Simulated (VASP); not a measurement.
# NaCl (Fm-3m) in VASP: a series of runs

The runs below take NaCl through single point, with PBE.

All numbers are computed with VASP 6.6.1; they aren't measurements. Logs are shortened: lines on timing, memory, paths and dates and some standing lists are left out, and cuts for length are marked.

### Step 1. Starting point

It takes space group Fm-3m (No. 225, cubic). The conventional cell has a = 5.588 Å, b = 5.588 Å, c = 5.588 Å, α = 90.00°, β = 90.00°, γ = 90.00°. Cl (site symmetry m-3m) has 6 Na at 2.79 Å as nearest neighbours. Na (site symmetry m-3m) has 6 Cl at 2.79 Å as nearest neighbours.

The cell is a database's computed one.

### Step 2. Single point, PBE

INCAR

```
SYSTEM = NaCl
PREC = Accurate
ENCUT = 500
EDIFF = 1E-6
ISMEAR = 0
SIGMA = 0.02
LREAL = .FALSE.
LASPH = .TRUE.
NELM = 100
ALGO = Normal
ISIF = 2
LWAVE = .FALSE.
LCHARG = .TRUE.
GGA = PE
LELF = .TRUE.
LVHAR = .TRUE.
```

KPOINTS

```
regular mesh
0
G
  5 5 5
  0 0 0
```

POSCAR

```
NaCl
1.0
    0.0000000000      2.7940632177      2.7940632177
    2.7940632177      0.0000000000      2.7940632177
    2.7940632177      2.7940632177      0.0000000000
Cl Na
1 1
Direct
    0.5000000000      0.5000000000      0.5000000000
    0.0000000000      0.0000000000      0.0000000000
```

Potentials or basis: VASP PAW PBE potentials, release 64 (Cl_GW, Na_sv_GW).

Launch:

```console
$ cat potpaw_PBE.64/Cl_GW/POTCAR potpaw_PBE.64/Na_sv_GW/POTCAR > POTCAR
$ mpirun -np 1 vasp_std > vasp.out
```

OUTCAR:

```text
SYSTEM = NaCl
   PREC = Accurate
   ENCUT = 500
   EDIFF = 1E-6
   ISMEAR = 0
   LREAL = .FALSE.
   LASPH = .TRUE.
   NELM = 100
   ISIF = 2
   GGA = PE

 ion  position               nearest neighbor table
   1  0.500  0.500  0.500-
   2  0.000  0.000  0.000-

  LATTYP: Found a face centered cubic cell.
 ALAT       =     5.5881264354

  Lattice vectors:

 A1 = (   0.0000000000,   2.7940632177,   2.7940632177)
 A2 = (   2.7940632177,   0.0000000000,   2.7940632177)
 A3 = (   2.7940632177,   2.7940632177,   0.0000000000)

Analysis of symmetry for initial positions (statically):
=====================================================================
 Subroutine PRICEL returns:
 Original cell was already a primitive cell.

 Routine SETGRP: Setting up the symmetry group for a
 face centered cubic supercell.

 Subroutine GETGRP returns: Found 48 space group operations
 (whereof 48 operations were pure point group operations)
 out of a pool of 48 trial point group operations.

The static configuration has the point symmetry O_h .

Analysis of symmetry for dynamics (positions and initial velocities):
=====================================================================
 Subroutine PRICEL returns:
 Original cell was already a primitive cell.

 Routine SETGRP: Setting up the symmetry group for a
 face centered cubic supercell.

 Subroutine GETGRP returns: Found 48 space group operations
 (whereof 48 operations were pure point group operations)
 out of a pool of 48 trial point group operations.

The dynamic configuration has the point symmetry O_h .

 Subroutine INISYM returns: Found 48 space group operations
 (whereof 48 operations are pure point group operations),
 and found     1 'primitive' translations

----------------------------------------------------------------------------------------

                                     Primitive cell

  volume of cell :      43.6253

  direct lattice vectors                    reciprocal lattice vectors
     0.000000000  2.794063218  2.794063218    -0.178950854  0.178950854  0.178950854
     2.794063218  0.000000000  2.794063218     0.178950854 -0.178950854  0.178950854
     2.794063218  2.794063218  0.000000000     0.178950854  0.178950854 -0.178950854

  length of vectors
     3.951402097  3.951402097  3.951402097     0.309951972  0.309951972  0.309951972

  position of ions in fractional coordinates (direct lattice)
     0.500000000  0.500000000  0.500000000
     0.000000000  0.000000000  0.000000000

  ion indices of the primitive-cell ions
   primitive index   ion index
                 1           1
                 2           2

----------------------------------------------------------------------------------------

 KPOINTS: regular mesh

Automatic generation of k-mesh.
 Grid dimensions read from file:
 generate k-points for:    5    5    5

 Generating k-lattice:

  Cartesian coordinates                     Fractional coordinates (reciprocal lattice)
    -0.035790171  0.035790171  0.035790171     0.200000000  0.000000000  0.000000000
     0.035790171 -0.035790171  0.035790171     0.000000000  0.200000000  0.000000000
     0.035790171  0.035790171 -0.035790171     0.000000000  0.000000000  0.200000000

  Length of vectors
     0.061990394  0.061990394  0.061990394

  Shift w.r.t. Gamma in fractional coordinates (k-lattice)
     0.000000000  0.000000000  0.000000000

 Subroutine IBZKPT returns following result:
 ===========================================

 Found     10 irreducible k-points:

 Following reciprocal coordinates:
            Coordinates               Weight
  0.000000  0.000000  0.000000      1.000000
  0.200000  0.000000  0.000000      8.000000
  0.400000  0.000000  0.000000      8.000000
  0.200000  0.200000  0.000000      6.000000
  0.400000  0.200000  0.000000     24.000000
 -0.400000  0.200000  0.000000     24.000000
 -0.200000  0.200000  0.000000     12.000000
  0.400000  0.400000  0.000000      6.000000
 -0.400000  0.400000  0.000000     12.000000
 -0.400000  0.400000  0.200000     24.000000
   k-points           NKPTS =     10   k-points in BZ     NKDIM =     10   number of bands    NBANDS=     12
   number of dos      NEDOS =    301   number of ions     NIONS =      2
   total plane-waves  NPLWV =  27000
   dimension x,y,z NGX =    30 NGY =   30 NGZ =   30
   dimension x,y,z NGXF=    60 NGYF=   60 NGZF=   60
   ions per type =               1   1
   NGX,Y,Z   is equivalent  to a cutoff of  12.62, 12.62, 12.62 a.u.
   NGXF,Y,Z  is equivalent  to a cutoff of  25.24, 25.24, 25.24 a.u.
 SYSTEM =  NaCl
   PREC   = accura    normal or accurate (medium, high low for compatibility)
   ISTART =      0    job   : 0-new  1-cont  2-samecut
   ICHARG =      2    charge: 1-file 2-atom 10-const
   ISPIN  =      1    spin polarized calculation?
   LNONCOLLINEAR =      F non collinear calculations
   LSORBIT =      F    spin-orbit coupling
   LASPH  =      T    aspherical Exc in radial PAW
   ENCUT  =  500.0 eV  36.75 Ry    6.06 a.u.   7.20  7.20  7.20*2*pi/ulx,y,z
   NELM   =    100;   NELMIN=  2; NELMDL= -5     # of ELM steps
   EDIFF  = 0.1E-05   stopping-criterion for ELM
   LREAL  =      F    real-space projection
   EDIFFG = 0.1E-04   stopping-criterion for IOM
   NSW    =      0    number of steps for IOM
   IBRION =     -1    ionic relax: 0-MD 1-quasi-New 2-CG
   NFREE  =      0    steps in history (QN), initial steepest desc. (CG)
   ISIF   =      2    stress and relaxation
   ISYM   =      2    0-nonsym 1-usesym 2-fastsym
   POTIM  = 0.5000    time-step for ionic-motion
   TEBEG  =    0.0;   TEEND  =   0.0 temperature during run
   PSTRESS=    0.0 pullay stress
   NELECT =      16.0000    total number of electrons
   NUPDOWN=      -1.0000    fix difference up-down
   EMIN   =  10.00;   EMAX   =-10.00  energy-range for DOS
   EFERMI =   0.00;   METHOD = LEGACY
   ISMEAR =     0;   SIGMA  =   0.02  broadening in eV -4-tet -1-fermi 0-gaus
   EFERMI_NEDOS =   21; number of points for ismear=-14 and -15
   IALGO  =     38    algorithm
   IMIX   =      4    mixing-type and parameters
     AMIX     =   0.40;   BMIX     =  1.00
     AMIX_MAG =   1.60;   BMIX_MAG =  1.00
  volume/ion in A,a.u.               =      21.81       147.20
  Fermi-wavevector in a.u.,A,eV,Ry     =   1.171841  2.214458 18.683667  1.373211
  Thomas-Fermi vector in A             =   2.308278
   LORBIT       =      0    0 simple, 1 ext, 2 COOP (PROOUT), +10 PAW based schemes
   GGA     = PE    functional components
   LHFCALC =     F    Hartree Fock is set to
   AEXX    =    0.0000 exact exchange contribution
   IVDW    =     0    specifies the selected vdW correction
   LEPSILON=     F    determine dielectric tensor
   LRPA    =     F    only Hartree local field effects (RPA)
 non-spin polarized calculation
 Gauss-broadening in eV      SIGMA  =   0.02
  energy-cutoff  :      500.00
  volume of cell :       43.63
 maximum number of plane-waves:      1122
 NGX is ok and might be reduce to    30
   NGX = 15   NGY = 15   NGZ = 15

 number of electron      16.0000008 magnetization

 Free energy of the ion-electron system (eV)
  ---------------------------------------------------
  ext. energy  EPLUGINS =         0.00000000
  ---------------------------------------------------
  free energy    TOTEN  =        -8.84745044 eV

  energy without entropy =       -8.84745044  energy(sigma->0) =       -8.84745044

 E-fermi :  -0.6604     XC(G=0):  -8.3874

 val. band max:       -0.7770000894   @ k =   0.0000   0.0000   0.0000
 cond. band min:       4.4461904781   @ k =   0.0000   0.0000   0.0000
 fundamental gap:      5.2231905675
 Fermi energy:        -0.6604478194

 k-point     1 :       0.0000    0.0000    0.0000
  band No.  band energies     occupation
      1     -49.6061      2.00000
      2     -21.5424      2.00000
      3     -21.5424      2.00000
      4     -21.5424      2.00000
      5     -13.4991      2.00000
      6      -0.7770      2.00000
      7      -0.7770      2.00000
      8      -0.7770      2.00000
      9       4.4462      0.00000
     10      10.2833      0.00000
     11      10.2833      0.00000
     12      10.2833      0.00000

 k-point     2 :       0.2000    0.0000    0.0000
  band No.  band energies     occupation
      1     -49.6058      2.00000
      2     -21.5542      2.00000
      3     -21.5434      2.00000
      4     -21.5434      2.00000
      5     -13.3787      2.00000
      6      -1.6089      2.00000
      7      -0.8775      2.00000
      8      -0.8775      2.00000
      9       5.5442      0.00000
     10       9.3870      0.00000
     11      10.6124      0.00000
     12      10.6124      0.00000

 k-point     3 :       0.4000    0.0000    0.0000
  band No.  band energies     occupation
      1     -49.6053      2.00000
      2     -21.5728      2.00000
      3     -21.5448      2.00000
      4     -21.5448      2.00000
      5     -13.1729      2.00000
      6      -2.6290      2.00000
      7      -1.0308      2.00000
      8      -1.0308      2.00000
      9       6.4921      0.00000
     10       9.7657      0.00000
     11      10.2645      0.00000
     12      10.2645      0.00000

 k-point     4 :       0.2000    0.2000    0.0000
  band No.  band energies     occupation
      1     -49.6057      2.00000
      2     -21.5528      2.00000
      3     -21.5458      2.00000
      4     -21.5458      2.00000
      5     -13.3464      2.00000
      6      -1.6156      2.00000
      7      -1.0111      2.00000
      8      -1.0111      2.00000
      9       5.9175      0.00000
     10       8.7415      0.00000
     11      10.6033      0.00000
     12      11.2123      0.00000

 k-point     5 :       0.4000    0.2000    0.0000
  band No.  band energies     occupation
      1     -49.6052      2.00000
      2     -21.5650      2.00000
      3     -21.5482      2.00000
      4     -21.5474      2.00000
      5     -13.1812      2.00000
      6      -2.3050      2.00000
      7      -1.2942      2.00000
      8      -1.1675      2.00000
      9       7.1002      0.00000
     10       8.5489      0.00000
     11       9.5308      0.00000
     12      11.2705      0.00000

 k-point     6 :      -0.4000    0.2000    0.0000
  band No.  band energies     occupation
      1     -49.6051      2.00000
      2     -21.5700      2.00000
      3     -21.5516      2.00000
      4     -21.5464      2.00000
      5     -13.1099      2.00000
      6      -2.5212      2.00000
      7      -1.5605      2.00000
      8      -1.1401      2.00000
      9       7.4476      0.00000
     10       9.0301      0.00000
     11       9.6480      0.00000
     12      10.8741      0.00000

 k-point     7 :      -0.2000    0.2000    0.0000
  band No.  band energies     occupation
      1     -49.6054      2.00000
      2     -21.5623      2.00000
      3     -21.5493      2.00000
      4     -21.5438      2.00000
      5     -13.2362      2.00000
      6      -2.1174      2.00000
      7      -1.3307      2.00000
      8      -0.9630      2.00000
      9       6.8275      0.00000
     10       8.8902      0.00000
     11       9.8812      0.00000
     12      11.0757      0.00000

 k-point     8 :       0.4000    0.4000    0.0000
  band No.  band energies     occupation
      1     -49.6050      2.00000
      2     -21.5638      2.00000
      3     -21.5507      2.00000
      4     -21.5507      2.00000
      5     -13.1223      2.00000
      6      -2.4144      2.00000
      7      -1.3467      2.00000
      8      -1.3467      2.00000
      9       6.9554      0.00000
     10       7.4202      0.00000
     11      10.2466      0.00000
     12      13.4005      0.00000

 k-point     9 :      -0.4000    0.4000    0.0000
  band No.  band energies     occupation
      1     -49.6050      2.00000
      2     -21.5628      2.00000
      3     -21.5572      2.00000
      4     -21.5502      2.00000
      5     -13.0781      2.00000
      6      -2.3373      2.00000
      7      -1.7886      2.00000
      8      -1.3313      2.00000
      9       7.3083      0.00000
     10       7.9907      0.00000
     11      10.1449      0.00000
     12      12.3984      0.00000

 k-point    10 :      -0.4000    0.4000    0.2000
  band No.  band energies     occupation
      1     -49.6050      2.00000
      2     -21.5635      2.00000
      3     -21.5553      2.00000
      4     -21.5504      2.00000
      5     -13.0906      2.00000
      6      -2.2627      2.00000
      7      -1.7742      2.00000
      8      -1.3859      2.00000
      9       8.1250      0.00000
     10       8.5203      0.00000
     11       8.9321      0.00000
     12      11.3934      0.00000

------------------------ aborting loop because EDIFF is reached ----------------------------------------

  FORCE on cell =-STRESS in cart. coord.  units (eV):
  Direction    XX          YY          ZZ          XY          YZ          ZX
  --------------------------------------------------------------------------------------
  -------------------------------------------------------------------------------------
  Total        0.3554925      0.3554925      0.3554925      0.0000000      0.0000000      0.0000000
  in kB       13.0557651     13.0557651     13.0557651      0.0000000      0.0000000      0.0000000
  external PRESSURE =      13.0557651 kB  Pullay stress =       0.0000000 kB

 VOLUME and BASIS-vectors are now :
 -----------------------------------------------------------------------------
  energy-cutoff  :      500.00
  volume of cell :       43.63
      direct lattice vectors                 reciprocal lattice vectors
     0.000000000  2.794063218  2.794063218    -0.178950854  0.178950854  0.178950854
     2.794063218  0.000000000  2.794063218     0.178950854 -0.178950854  0.178950854
     2.794063218  2.794063218  0.000000000     0.178950854  0.178950854 -0.178950854

 POSITION                                       TOTAL-FORCE (eV/Angst)
 -----------------------------------------------------------------------------------
      2.79406      2.79406      2.79406         0.000000      0.000000     -0.000000
      0.00000      0.00000      0.00000        -0.000000     -0.000000      0.000000
 -----------------------------------------------------------------------------------
    total drift:                               -0.000000      0.000000      0.000000

  FREE ENERGIE OF THE ION-ELECTRON SYSTEM (eV)
  ---------------------------------------------------
  free  energy   TOTEN  =        -8.8474504436 eV

  energy  without entropy=       -8.8474504436  energy(sigma->0) =       -8.84745044
```

Run time: 9.5 s. Hardware: 1 thread of Intel Xeon Platinum 8488C (Sapphire Rapids), shared host; peak memory 0.15 GiB.

Results:

- Free energy: -8.8475 eV
- Pressure: 1.3 GPa
- Band gap on the k mesh: 5.22 eV, direct

Expect the measured gap to be larger: semilocal functionals such as PBE lack the derivative discontinuity.

### Step 3. Single point, PBE

INCAR

```
  ALGO = Fast
  EDIFF = 1E-7
  ENCUT = 450
  GGA = PE
  ISIF = 2
  ISMEAR = 0
  LASPH = True
  LCHARG = False
  LREAL = False
  LWAVE = False
  NELM = 80
  PREC = Accurate
  SIGMA = 0.02
```

KPOINTS

```
k-points
0
Gamma
  4 4 4
```

POSCAR is that of step 2.

Potentials or basis: VASP PAW PBE potentials, release 64 (Cl_GW, Na_sv_GW).

Launch:

```console
$ cat potpaw_PBE.64/Cl_GW/POTCAR potpaw_PBE.64/Na_sv_GW/POTCAR > POTCAR
$ mpirun -np 1 vasp_std > vasp.out
```

It took 7.2 s on 1 thread of Intel Xeon Platinum 8488C (Sapphire Rapids), shared host; peak memory 0.14 GiB.

It converged, with:

```
Free energy            : -8.8444 eV
Pressure               : 1.6 GPa
Band gap on the k mesh : 5.22 eV, direct
```

Levels at points of the mesh, in eV from the valence-band top:
```tsv
k point	band 5	band 6	band 7	band 8	band 9	band 10	band 11	band 12
(0.00, 0.00, 0.00)	-12.72	0.00	0.00	0.00	5.22	11.06	11.06	11.06
(0.50, 0.00, 0.00)	-12.36	-2.01	-0.28	-0.28	7.31	10.86	10.95	10.95
(0.50, 0.50, 0.00)	-12.31	-1.73	-0.62	-0.62	7.60	8.02	11.52	15.04
```

Caveat: the k mesh is coarse (spacing up to 0.49 Å⁻¹), so the values aren't converged; the cutoff is under 1.25 times the usual one of these potentials, so pressure, stress and relaxed cells hold a basis-set (Pulay) error. PBE gaps usually lie below the measured ones, often by a third to a half.

### Step 4. The reference run

An earlier run on the cell as given: functional PBE; potentials or basis VASP PAW PBE potentials, release 64 (Cl, Na_pv); cutoff 520 eV; k mesh 8 × 8 × 8; occupations fermi-dirac, width 0.05 eV; no spin polarisation.

* Pressure: 1.5 GPa
* Band gap on the k mesh: 5.22 eV, direct

### Step 5. Overview

```csv
potentials or basis,k mesh,cutoff (eV),smearing,mesh quality,gap on the mesh (eV),pressure (GPa)
"VASP PAW PBE potentials, release 64 (Cl_GW, Na_sv_GW)",5 × 5 × 5,500,gaussian 0.02 eV,not flagged,5.22,1.3
"VASP PAW PBE potentials, release 64 (Cl_GW, Na_sv_GW)",4 × 4 × 4,450,gaussian 0.02 eV,coarse,5.22,1.6
"VASP PAW PBE potentials, release 64 (Cl, Na_pv)",8 × 8 × 8,520,fermi-dirac 0.05 eV,not flagged,5.22,1.5
```

Alike in all rows: task single point; level PBE; no spin polarisation; cell as given.

Caveats: some runs use coarse meshes; the cutoff is under 1.25 times the usual one of these potentials, so pressure, stress and relaxed cells hold a basis-set (Pulay) error (some runs).

Absolute energies hang on the potentials; compare differences alone.
